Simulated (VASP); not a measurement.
Runs of VASP 6.6.1 on NiO. Symmetry: F-43m, No. 216, cubic system. The conventional cell has a = 4.481 Å, b = 4.481 Å, c = 4.481 Å, α = 90.00°, β = 90.00°, γ = 90.00°. Ni (site symmetry -43m) is surrounded by 4 O at 1.94 Å. O (site symmetry -43m) is surrounded by 4 Ni at 1.94 Å. The cell was built by a generator and needn't be a form met in nature.

```tsv
level	potentials or basis	pressure (GPa)	moment (μB)
r2SCAN	VASP PAW PBE potentials, release 64 (Ni, O)	-4.6	2.00
PW91	VASP PAW PBE potentials, release 64 (Ni, O)	-	1.78
PBE	VASP PAW PBE potentials, release 64 (Ni, O)	-	1.86
RPBE	VASP PAW PBE potentials, release 64 (Ni, O)	-	(a)
BLYP	VASP PAW PBE potentials, release 64 (Ni, O)	-	1.84
AM05	VASP PAW PBE potentials, release 64 (Ni, O)	-	(b)
SCAN	VASP PAW PBE potentials, release 64 (Ni, O)	-6.1	2.00
LDA	VASP PAW LDA potentials, release 64 (Ni, O)	-	1.51
```

Alike in all rows: task band structure; spin collinear, ferromagnetic start; cell as given; k mesh 7 × 7 × 7; cutoff (eV) 520; smearing fermi-dirac 0.05 eV.

Q: Estimate the missing entries.

A: (a) 1.92; (b) 1.79.

Caveats: a cell with one magnetic atom can't hold antiferromagnetic order, which such compounds often take; the PAW data sets were made with another functional, which shifts forces and pressure a little (some runs).
